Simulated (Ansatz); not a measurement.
Crystal: Te2Mo.

```
CELL_PARAMETERS angstrom
3.51820 0.00000 0.00000
-1.75910 3.04685 0.00000
0.00000 0.00000 13.97360
ATOMIC_POSITIONS crystal
Te 0.66667 0.33333 0.37900
Te 0.33333 0.66667 0.87900
Te 0.66667 0.33333 0.12100
Te 0.33333 0.66667 0.62100
Mo 0.66667 0.33333 0.75000
Mo 0.33333 0.66667 0.25000
```

Base run:

```yaml
Program: Ansatz 0.2.0
Functional: PBEsol
Potentials_or_basis: Ansatz PAW
Cutoff: 420 eV
Density_cutoff: 1680 eV
k_mesh: 9 × 9 × 2
Occupations: fermi-dirac, width 0.05 eV
Spin: no spin polarisation
```

Its results: band gap on the k mesh 0.76 eV, indirect (least direct gap 1.04 eV); pressure -1.1 GPa; largest force 0.090 eV/Å.

The run is repeated on the same cell with these changes: functional from PBEsol to LDA. What comes out?

Band gap on the k mesh 0.76 eV, indirect (least direct gap 1.03 eV); pressure -3.0 GPa; largest force 0.293 eV/Å.

LDA binds more tightly than PBEsol, so the same cell stands under less pressure.

Caveats: the k mesh misses the band edges, so the gap on the mesh is wider than the one along the path; spin-orbit coupling is left out, which moves the levels of the heavy elements; the PAW data sets come from PBE, with cores solved anew for the run's functional, which leaves a small shift of forces and pressure; this functional lacks dispersion, which binds the layers, so the pressure and a relaxed spacing across them are unreliable (some runs).

Not every run made on this cell is shown here.
